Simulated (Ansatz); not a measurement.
# Ionic part of the dielectric constant of BN at 4 GPa, mode by mode

Computed with DFT PBEsol, scalar-relativistic, plane waves, PAW (Ansatz 0.2.0). Settings: 420 eV plane-wave cutoff, Γ-centred 12×12×12 mesh, fixed occupations. No spin polarisation. Phonons by linear response, acoustic sum rule imposed.

It takes space group R3m (No. 160, trigonal). The conventional cell has a = 2.496 Å, b = 2.496 Å, c = 9.161 Å, α = 90.00°, β = 90.00°, γ = 120.00°. B (site symmetry 3m) has 3 N at 1.44 Å as nearest neighbours. Around N (site symmetry 3m) lie 3 B at 1.44 Å.

The crystal is built of layers and no dispersion correction was added, so the binding between them is poorly described, and with it their spacing and whatever depends on it.

The primitive cell has V = 16.48 Å³ and ε∞,xx = 5.113. Each polar mode adds Δε = (4.92064×10⁷/V)·S/ν² along x, with S its oscillator strength in e²/amu, ν in cm⁻¹ and V in Å³.

Problem. From these modes, find each Δε and ε0,xx.
```csv
ν (cm⁻¹),S_xx (e²/amu)
724.0,0.00098
1380.9,0.8797
1380.9,0.2987
```

Solution.
```json
{"ν (cm⁻¹)": "724.0", "Δε": "0.01"}
{"ν (cm⁻¹)": "1380.9", "Δε": "1.38"}
{"ν (cm⁻¹)": "1380.9", "Δε": "0.47"}
```

The sum is 1.851, so ε0,xx = 6.96; the run's tensor has 6.96.

This form isn't the usual stable structure of the compound at low pressure.

Cost: 1 run of about 1.4 core-minutes, on Intel Xeon Platinum 8259CL (Skylake/Cascade Lake) (shared hosts).